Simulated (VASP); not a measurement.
The system is Ag.

```
Ag
1.0
     0.00000    2.04275    2.04275
     2.04275    0.00000    2.04275
     2.04275    2.04275    0.00000
Ag
1
Direct
  0.00000 0.00000 0.00000
```

Base run:

- Program: VASP 6.6.1
- Functional: revTPSS
- Potentials or basis: VASP PAW PBE potentials, release 64 (Ag)
- Cutoff: 520 eV
- k mesh: 11 × 11 × 11
- Occupations: fermi-dirac, width 0.05 eV
- Spin: no spin polarisation

Its results: pressure -2.9 GPa.

Task: After a change of settings the same cell gave: pressure -1.9 GPa. Which change was it?
A. functional from revTPSS to MS2
B. functional from revTPSS to BLYP; further incar settings from ALGO = Normal; EDIFF = 1e-06; NBANDS = 12 to ALGO = Normal; EDIFF = 1e-07; NBANDS = 12
C. functional from revTPSS to PBEsol0; k mesh from 11 × 11 × 11 to 6 × 6 × 6
D. functional from revTPSS to TPSS; further incar settings from ALGO = Normal; EDIFF = 1e-06; NBANDS = 12 to ALGO = Normal; EDIFF = 1e-06

Result: A.

Caveats: the PAW data sets were made with another functional, which shifts forces and pressure a little.
